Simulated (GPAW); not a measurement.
# BAs (F-43m) in GPAW: further runs, part 2 of 2

GPAW 26.7.0. The steps go on from the part before.

### Step 4. Elastic constants, PBE+D3M(BJ), 13.63 Å³/atom

The input, run.py:

```python
import json
import numpy as np
import spglib
from ase.calculators.mixing import SumCalculator
from ase.constraints import FixSymmetry
from ase.filters import FrechetCellFilter
from ase.io import write
from ase.optimize import BFGS
from ase.spacegroup import crystal
from ase.stress import full_3x3_to_voigt_6_stress, voigt_6_to_full_3x3_strain, voigt_6_to_full_3x3_stress
from ase.units import GPa
from dftd3.ase import DFTD3
from gpaw import GPAW, PW

# As 4c
# B 4a
atoms = crystal(['As', 'B'],
                basis=[[0.25, 0.25, 0.25],
                       [0.0, 0.0, 0.0]],
                spacegroup=216, setting=1,  # F-43m
                cellpar=[4.777, 4.777, 4.777, 90.0, 90.0, 90.0],
                primitive_cell=True)

calc = GPAW(mode=PW(800),
            xc='PBE',
            kpts={'size': (10, 10, 10), 'gamma': True},
            occupations={'name': 'fermi-dirac', 'width': 0.05},
            nbands=11,
            convergence={'density': 1e-06, 'eigenstates': 1e-09},
            maxiter=150,
            txt='gpaw.txt')
atoms.calc = SumCalculator([calc, DFTD3(method='pbe', damping='d3bjm')])
atoms.set_constraint(FixSymmetry(atoms))
BFGS(FrechetCellFilter(atoms), trajectory='relax.traj', logfile='-').run(fmax=0.005, steps=40)
atoms.set_constraint()
energy = atoms.get_potential_energy()
forces = atoms.get_forces()
stress = atoms.get_stress()
calc.write('gs.gpw')
write('result.traj', atoms)
print('Cell:', atoms.cell.cellpar().round(4))
print(atoms.get_scaled_positions().round(5))

gpts = tuple(int(n) for n in calc.get_number_of_grid_points())
cell = atoms.cell[:].T
dataset = spglib.get_symmetry((atoms.cell[:], atoms.get_scaled_positions(), atoms.numbers), symprec=1e-4)
rotations = [cell @ w @ np.linalg.inv(cell) for w in dataset['rotations']]
strains, clamped, relaxed = [], [], []
for v in [0, 3]:
    for e in (-0.01, 0.01):
        voigt = np.zeros(6)
        voigt[v] = e
        F = voigt_6_to_full_3x3_strain(voigt)
        a = atoms.copy()
        a.set_cell(atoms.cell[:] @ F, scale_atoms=True)
        c = GPAW(mode=PW(800),
                 xc='PBE',
                 kpts={'size': (10, 10, 10), 'gamma': True},
                 occupations={'name': 'fermi-dirac', 'width': 0.05},
                 nbands=11,
                 convergence={'density': 1e-06, 'eigenstates': 1e-09},
                 maxiter=150,
                 gpts=gpts,
                 txt=f'strain-{v}{e:+.3f}.txt')
        a.calc = SumCalculator([c, DFTD3(method='pbe', damping='d3bjm')])
        s0 = s1 = a.get_stress() - stress
        BFGS(a, logfile=None).run(fmax=0.003, steps=25)
        s1 = a.get_stress() - stress
        print(v, e, 'clamped', (s0 / GPa).round(3), 'relaxed', (s1 / GPa).round(3), flush=True)
        for R in rotations:  # images under the point group
            eps = R @ (F - np.eye(3)) @ R.T
            strains.append(full_3x3_to_voigt_6_stress(eps) * [1, 1, 1, 2, 2, 2])
            for s, rows in ((s0, clamped), (s1, relaxed)):
                rows.append(full_3x3_to_voigt_6_stress(R @ voigt_6_to_full_3x3_stress(s) @ R.T))

C0, C = (np.linalg.lstsq(np.array(strains), np.array(s), rcond=None)[0].T / GPa for s in (clamped, relaxed))
print('Clamped-ion Cij (GPa):')
print(C0.round(1))
print('Relaxed-ion Cij (GPa):')
print(C.round(1))
json.dump({'clamped': C0.tolist(), 'relaxed': C.tolist()}, open('elastic.json', 'w'))
```

Potentials or basis: GPAW PAW data sets (gpaw-data 1.2.1), pw.

The run is started by

```bash
$ OMP_NUM_THREADS=1 python run.py
```

gpaw.txt:

```text
__  _  _
 | _ |_)|_||  |
 |__||  | ||/\| - 26.7.0

Input parameters:
  mode=PW(ecut=800.0),
  convergence={'density': 1e-06, 'eigenstates': 1e-09},
  kpts=MonkhorstPack(size=(10, 10, 10), gamma=True),
  maxiter=150,
  nbands=11,
  occupations=Occupations(name='fermi-dirac', width=0.05),
  xc=XC(name='PBE')

Diagonalizing LCAO Hamiltonian
Converting LCAO to pw mode

           As

       B

Atoms  # Å, Bohr magnetons
|   | symbol |        x |        y |        z |    initial magnetic moments |
|---|--------|----------|----------|----------|-----------------------------|
| 0 |     As | 1.194250 | 1.194250 | 1.194250 | ( 0.0000,  0.0000,  0.0000) |
| 1 |      B | 0.000000 | 0.000000 | 0.000000 | ( 0.0000,  0.0000,  0.0000) |

Unit cell  # Å
| periodic |        x |        y |        z |  lengths |    angles |
|----------|----------|----------|----------|----------|-----------|
|      yes | 0.000000 | 2.388500 | 2.388500 | 3.377849 | 60.000000 |
|      yes | 2.388500 | 0.000000 | 2.388500 | 3.377849 | 60.000000 |
|      yes | 2.388500 | 2.388500 | 0.000000 | 3.377849 | 60.000000 |

Number of symmetries: 24
Symmetry operations  # r_c * U_cc + t_c -> r_c
|    | kind |            matrix            |
|----|------|------------------------------|
|  0 |  E   |  1, 0, 0,  0, 1, 0,  0, 0, 1 |
|  1 |  σ   |  1, 0, 0,  0, 0, 1,  0, 1, 0 |
|  2 |  σ   |  1, 0,-1,  0, 1,-1,  0, 0,-1 |
|  3 |  C3  |  1, 0,-1,  0, 0,-1,  0, 1,-1 |
|  4 |  C3  |  1,-1, 0,  0,-1, 1,  0,-1, 0 |
|  5 |  σ   |  1,-1, 0,  0,-1, 0,  0,-1, 1 |
|  6 |  σ   |  0, 1, 0,  1, 0, 0,  0, 0, 1 |
|  7 |  C3  |  0, 1, 0,  0, 0, 1,  1, 0, 0 |
|  8 |  C2  |  0, 1,-1,  1, 0,-1,  0, 0,-1 |
|  9 |  S4  |  0, 1,-1,  0, 0,-1,  1, 0,-1 |
| 10 |  C3  |  0, 0, 1,  1, 0, 0,  0, 1, 0 |
| 11 |  σ   |  0, 0, 1,  0, 1, 0,  1, 0, 0 |
| 12 |  S4  |  0, 0,-1,  1, 0,-1,  0, 1,-1 |
| 13 |  C3  |  0, 0,-1,  0, 1,-1,  1, 0,-1 |
| 14 |  S4  |  0,-1, 1,  1,-1, 0,  0,-1, 0 |
| 15 |  C2  |  0,-1, 1,  0,-1, 0,  1,-1, 0 |
[... 187 lines left out ...]
Gap: 1.182 eV
Transition (v -> c):
  (s=0, k=0, n=3, [0.00, 0.00, 0.00]) -> (s=0, k=24, n=4, [0.40, 0.40, 0.00])
Direct/indirect transitions are different
Direct gap: 3.293 eV
Transition at: (s=0, k=0, n=3, [0.00, 0.00, 0.00])

Stress tensor  # eV/Ang^3
|         x |         y |         z |
|-----------|-----------|-----------|
| -0.020457 |  0.000000 |  0.000000 |
|  0.000000 | -0.020457 | -0.000000 |
|  0.000000 | -0.000000 | -0.020457 |

Forces  # eV/Ang
|        x |        y |        z |
|----------|----------|----------|
| -0.00000 | -0.00000 |  0.00000 |  # As   0
|  0.00000 | -0.00000 | -0.00000 |  # B    1

Interpolating wave functions to new cell

           As

       B

Atoms  # Å, Bohr magnetons
|   | symbol |        x |        y |         z |    initial magnetic moments |
|---|--------|----------|----------|-----------|-----------------------------|
| 0 |     As | 1.190053 | 1.190053 |  1.190053 | ( 0.0000,  0.0000,  0.0000) |
| 1 |      B | 0.000000 | 0.000000 | -0.000000 | ( 0.0000,  0.0000,  0.0000) |

Unit cell  # Å
| periodic |        x |        y |        z |  lengths |    angles |
|----------|----------|----------|----------|----------|-----------|
|      yes | 0.000000 | 2.380105 | 2.380105 | 3.365977 | 60.000000 |
|      yes | 2.380105 | 0.000000 | 2.380105 | 3.365977 | 60.000000 |
|      yes | 2.380105 | 2.380105 | 0.000000 | 3.365977 | 60.000000 |
[... 206 lines left out ...]
Gap: 1.171 eV
Transition (v -> c):
  (s=0, k=0, n=3, [0.00, 0.00, 0.00]) -> (s=0, k=24, n=4, [0.40, 0.40, 0.00])
Direct/indirect transitions are different
Direct gap: 3.307 eV
Transition at: (s=0, k=0, n=3, [0.00, 0.00, 0.00])

Stress tensor  # eV/Ang^3
|         x |         y |         z |
|-----------|-----------|-----------|
| -0.030293 | -0.000000 | -0.000000 |
| -0.000000 | -0.030293 | -0.000000 |
| -0.000000 | -0.000000 | -0.030293 |

Forces  # eV/Ang
|        x |        y |        z |
|----------|----------|----------|
|  0.00000 | -0.00000 | -0.00000 |  # As   0
| -0.00000 | -0.00000 |  0.00000 |  # B    1

Interpolating wave functions to new cell

           As

       B

Atoms  # Å, Bohr magnetons
|   | symbol |        x |        y |         z |    initial magnetic moments |
|---|--------|----------|----------|-----------|-----------------------------|
| 0 |     As | 1.177163 | 1.177163 |  1.177163 | ( 0.0000,  0.0000,  0.0000) |
| 1 |      B | 0.000000 | 0.000000 | -0.000000 | ( 0.0000,  0.0000,  0.0000) |

Unit cell  # Å
| periodic |        x |        y |        z |  lengths |    angles |
|----------|----------|----------|----------|----------|-----------|
|      yes | 0.000000 | 2.354326 | 2.354326 | 3.329519 | 60.000000 |
|      yes | 2.354326 | 0.000000 | 2.354326 | 3.329519 | 60.000000 |
|      yes | 2.354326 | 2.354326 | 0.000000 | 3.329519 | 60.000000 |
[... 206 lines left out ...]
Gap: 1.137 eV
Transition (v -> c):
  (s=0, k=0, n=3, [0.00, 0.00, 0.00]) -> (s=0, k=24, n=4, [0.40, 0.40, 0.00])
Direct/indirect transitions are different
Direct gap: 3.351 eV
Transition at: (s=0, k=0, n=3, [0.00, 0.00, 0.00])

Stress tensor  # eV/Ang^3
|         x |         y |         z |
|-----------|-----------|-----------|
| -0.063451 | -0.000000 |  0.000000 |
| -0.000000 | -0.063451 | -0.000000 |
|  0.000000 | -0.000000 | -0.063451 |

Forces  # eV/Ang
|       x |        y |       z |
|---------|----------|---------|
| 0.00000 | -0.00000 | 0.00000 |  # As   0
| 0.00000 |  0.00000 | 0.00000 |  # B    1

Interpolating wave functions to new cell

           As

       B

Atoms  # Å, Bohr magnetons
|   | symbol |        x |        y |         z |    initial magnetic moments |
|---|--------|----------|----------|-----------|-----------------------------|
| 0 |     As | 1.177788 | 1.177788 |  1.177788 | ( 0.0000,  0.0000,  0.0000) |
| 1 |      B | 0.000000 | 0.000000 | -0.000000 | ( 0.0000,  0.0000,  0.0000) |

Unit cell  # Å
| periodic |        x |        y |        z |  lengths |    angles |
|----------|----------|----------|----------|----------|-----------|
|      yes | 0.000000 | 2.355577 | 2.355577 | 3.331289 | 60.000000 |
|      yes | 2.355577 | 0.000000 | 2.355577 | 3.331289 | 60.000000 |
|      yes | 2.355577 | 2.355577 | 0.000000 | 3.331289 | 60.000000 |
[... 154 lines left out ...]
convergence criteria:
- Maximum integral of absolute [dens]ity change: 1e-06 electrons / valence electron
- Maximum integral of absolute [eigenst]ate change: 1e-09 eV^2 / valence electron
- Maximum [total energy] change in last 3 cyles: 0.0005 eV / valence electron
maximum number of iterations: 150

SCF iterations
|iter     | |      energy | eigst |  dens |
|---------|-|-------------|-------|-------|
|iter:   1| |  -11.359939 | -4.09 |       |
|iter:   2| |  -11.359934 | -6.87 | -3.01 |
|iter:   3| |  -11.359905c| -6.12 | -3.04 |
|iter:   4| |  -11.359903c| -7.14 | -3.74 |
|iter:   5| |  -11.359903c| -8.37 | -4.33 |
|iter:   6| |  -11.359903c| -8.81 | -4.67 |
|iter:   7| |  -11.359903c|-10.12c| -5.76 |
|iter:   8| |  -11.359903c|-10.84c| -6.17c|

Converged in 8 steps
Energy contributions relative to reference atoms: (reference = -62172.463167)

Energy contributions:
  Kinetic:          24.884372
  Coulomb:         -21.633064
  Zero:             -0.006063
  External:          0.000000
  Xc:              -14.605148
  Entropy:          -0.000000
  Spinorbit:         0.000000
  ----------------------------
  Free energy:     -11.359903
  Extrapolated:    -11.359903

dipole moment: (-4.146909, -11.391319, -4.146909)  # |e|*Ang
[... 17 lines left out ...]
Gap: 1.139 eV
Transition (v -> c):
  (s=0, k=0, n=3, [0.00, 0.00, 0.00]) -> (s=0, k=24, n=4, [0.40, 0.40, 0.00])
Direct/indirect transitions are different
Direct gap: 3.348 eV
Transition at: (s=0, k=0, n=3, [0.00, 0.00, 0.00])

Stress tensor  # eV/Ang^3
|         x |         y |         z |
|-----------|-----------|-----------|
| -0.061735 | -0.000000 |  0.000000 |
| -0.000000 | -0.061735 | -0.000000 |
|  0.000000 | -0.000000 | -0.061735 |

Forces  # eV/Ang
|        x |       y |        z |
|----------|---------|----------|
| -0.00000 | 0.00000 | -0.00000 |  # As   0
| -0.00000 | 0.00000 | -0.00000 |  # B    1

# Writing to gs.gpw (mode='')
```

It took 6.4 min on 1 thread of Arm Neoverse V1, shared host; peak memory 0.39 GiB.

Results:

* Free energy: -12.6584 eV
* Relaxed volume: 13.07 Å³/atom
* Relaxed cell: a = 3.331 Å, b = 3.331 Å, c = 3.331 Å, α = 60.00°, β = 60.00°, γ = 60.00°
* Space group after relaxing (to 0.05 Å): F-43m (No. 216)
* Pressure after relaxing: 0.0 GPa
* Band gap on the k mesh: 1.14 eV, indirect (least direct gap 3.35 eV)
* Elastic constants C11, C12, C44: 294, 81, 163 GPa
* Voigt bulk modulus: 152 GPa
* Bulk modulus (Hill): 152 GPa
* Shear modulus (Hill): 138 GPa
* Young's modulus: 317 GPa
* Poisson's ratio (from the elastic constants): 0.15
* Dispersion energy per atom: -0.649 eV

Caveat: the density grid can change from cell to cell, which puts small steps into energies and stress.

### Step 5. Band structure, mBEEF, spin-orbit coupling, no magnetisation

The input, run.py:

```python
import numpy as np
from ase.dft.bandgap import bandgap
from ase.io import read, write
from ase.units import GPa
from gpaw import GPAW, PW
from gpaw.spinorbit import soc_eigenstates

atoms = read('POSCAR')

calc = GPAW(mode=PW(800),
            xc='mBEEF',
            kpts={'size': (8, 8, 8), 'gamma': True},
            occupations={'name': 'fermi-dirac', 'width': 0.05},
            nbands=11,
            convergence={'density': 1e-05, 'energy': 1e-05},
            maxiter=150,
            txt='gpaw.txt')
atoms.calc = calc
energy = atoms.get_potential_energy()
forces = atoms.get_forces()
stress = atoms.get_stress()
calc.write('gs.gpw')
write('result.traj', atoms)
print(f'Energy: {energy:.6f} eV')
print('Forces (eV/A):')
print(forces.round(4))
print('Stress (GPa):', (stress / GPa).round(3))
print('Fermi level:', round(calc.get_fermi_level(), 4), 'eV')
print(f'Gap: {bandgap(calc)[0]:.4f} eV, direct: {bandgap(calc, direct=True)[0]:.4f} eV')

path = atoms.cell.bandpath('GXWKGLUWLK,UX', npoints=60, eps=1e-4)
bs_calc = calc.fixed_density(kpts=path, symmetry='off', nbands=19,
                             convergence={'bands': 'CBM+6.0', 'eigenstates': 1e-6}, txt='bands.txt')
bs = bs_calc.band_structure()
bs.write('bs.json')
print(f'Gap on the path: {bandgap(bs_calc)[0]:.4f} eV')

soc = soc_eigenstates(bs_calc, theta=90, phi=0, ignore_xc_potential=True)
np.savetxt('soc_bands.dat', soc.eigenvalues(), fmt='%.4f')
mesh = soc_eigenstates('gs.gpw', theta=90, phi=0, ignore_xc_potential=True)
np.savetxt('soc_mesh.dat', mesh.eigenvalues(), fmt='%.4f')
print('Fermi level with spin-orbit coupling:', round(mesh.fermi_level, 4), 'eV')
```

The input, POSCAR:

```
BAs
1.0
    0.0000000000      2.3885000000      2.3885000000
    2.3885000000      0.0000000000      2.3885000000
    2.3885000000      2.3885000000      0.0000000000
As B
1 1
Direct
    0.7500000000      0.7500000000      0.7500000000
    0.0000000000      0.0000000000      0.0000000000
```

The run is started by

```bash
$ OMP_NUM_THREADS=1 python run.py
```

Wall time 85 s (1 thread of Arm Neoverse V1, shared host); peak memory 0.28 GiB.

The run converged. Its results:

- Free energy: -87.8219 eV
- Pressure: -0.4 GPa
- Band gap on the k mesh: 1.56 eV, indirect (least direct gap 3.51 eV)
- Band gap along the path: 1.56 eV, indirect (least direct gap 3.51 eV)

Levels at the corners of the path, in eV from the valence-band top:
| point | band 6 | band 7 | band 8 | band 9 | band 10 | band 11 |
| --- | --- | --- | --- | --- | --- | --- |
| Γ | 0.00 | 0.00 | 0.00 | 3.51 | 3.51 | 3.72 |
| X | -4.26 | -4.12 | -4.12 | 1.76 | 1.76 | 1.91 |
| W | -5.49 | -5.26 | -5.24 | 5.76 | 5.77 | 6.61 |
| K | -5.97 | -3.59 | -3.58 | 2.45 | 2.46 | 6.07 |
| Γ | 0.00 | 0.00 | 0.00 | 3.51 | 3.51 | 3.72 |
| L | -1.99 | -1.83 | -1.83 | 3.07 | 3.07 | 5.17 |
| U | -5.97 | -3.59 | -3.58 | 2.45 | 2.46 | 6.07 |
| W | -5.49 | -5.26 | -5.24 | 5.76 | 5.77 | 6.61 |
| L | -1.99 | -1.83 | -1.83 | 3.07 | 3.07 | 5.17 |
| K | -5.97 | -3.59 | -3.58 | 2.45 | 2.46 | 6.07 |
| U | -5.97 | -3.59 | -3.58 | 2.45 | 2.46 | 6.07 |
| X | -4.26 | -4.12 | -4.12 | 1.76 | 1.76 | 1.91 |

Caveat: spin-orbit coupling was added after a scalar SCF, so levels and gaps hold it while energy, forces, pressure and moments don't; this program's spin-orbit splittings come out too wide for heavy elements; the PAW data sets were made with another functional, which shifts forces and pressure a little.

### Step 6. Overview

```tsv
task	level	potentials or basis	spin	cutoff (eV)	band path	band points	spin axis theta (degrees)	spin axis phi (degrees)	gap on the mesh (eV)	pressure (GPa)
band structure	PBE	SG15 ONCV 1.2, pw	off	1100	GXWKGLUWLK,UX	80	-	-	1.21	0.2
equation of state	revPBE+D4	the program's PAW data sets (release 1.2.1) made for this functional, pw	off	800	-	-	-	-	-	-
band structure	mBEEF	GPAW PAW data sets (gpaw-data 1.2.1), pw	SOC, no magnetisation	800	GXWKGLUWLK,UX	60	90	0	1.56	-0.4
```

Alike in all rows: cell as given; k mesh 8 × 8 × 8; smearing fermi-dirac 0.05 eV.

Caveats: spin-orbit coupling was added after a scalar SCF, so levels and gaps hold it while energy, forces, pressure and moments don't (some runs); this program's spin-orbit splittings come out too wide for heavy elements (some runs); the PAW data sets were made with another functional, which shifts forces and pressure a little (some runs).

Total energies depend on the potentials used, so only differences within one code and one set of settings carry meaning.

### Step 7. Against experiment

Step 3. Against the measured bulk modulus of BAs, 148 GPa (quoted in “Basic Physical Properties of Cubic Boron Arsenide”, 2019, arxiv:1911.11281), the calculated 145 GPa is off by -2.1 %. The fit is for a static lattice scaled at fixed shape and fixed fractional positions.
